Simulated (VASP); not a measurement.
Runs of VASP 6.6.1 on BP. The structure is cubic, space group F-43m (No. 216). The conventional cell has a = 4.538 Å, b = 4.538 Å, c = 4.538 Å, α = 90.00°, β = 90.00°, γ = 90.00°. B (site symmetry -43m) has 4 P at 1.97 Å as nearest neighbours. Around P (site symmetry -43m) lie 4 B at 1.97 Å. 

| level | potentials or basis | gap on the mesh (eV) | pressure (GPa) | relaxed volume (Å³/atom) |
| --- | --- | --- | --- | --- |
| r2SCAN | VASP PAW PBE potentials, release 64 (B, P) | 1.44 | 0.0 | (a) |
| LDA | VASP PAW LDA potentials, release 64 (B, P) | 1.15 | 0.0 | (d) |
| RPBE | VASP PAW PBE potentials, release 64 (B, P) | (c) | 0.0 | 11.94 |
| PBE | VASP PAW PBE potentials, release 64 (B, P) | (b) | 0.0 | 11.75 |
| PBEsol | VASP PAW PBE potentials, release 64 (B, P) | 1.12 | 0.0 | 11.55 |
| PBE+D3(BJ) | VASP PAW PBE potentials, release 64 (B, P) | 1.21 | 0.0 | 11.43 |

Alike in all rows: task relaxation of cell and atoms; no spin polarisation; cell relaxed; k mesh 10 × 10 × 10; cutoff (eV) 600; smearing gaussian 0.03 eV.

**Question.** Fill in the values left out.

**Answer.** (a) 11.64; (b) 1.25; (c) 1.28; (d) 11.31.

Caveats: the PAW data sets were made with another functional, which shifts forces and pressure a little (some runs).

A k mesh can miss the band edges.

Not every run made on this cell is shown here.
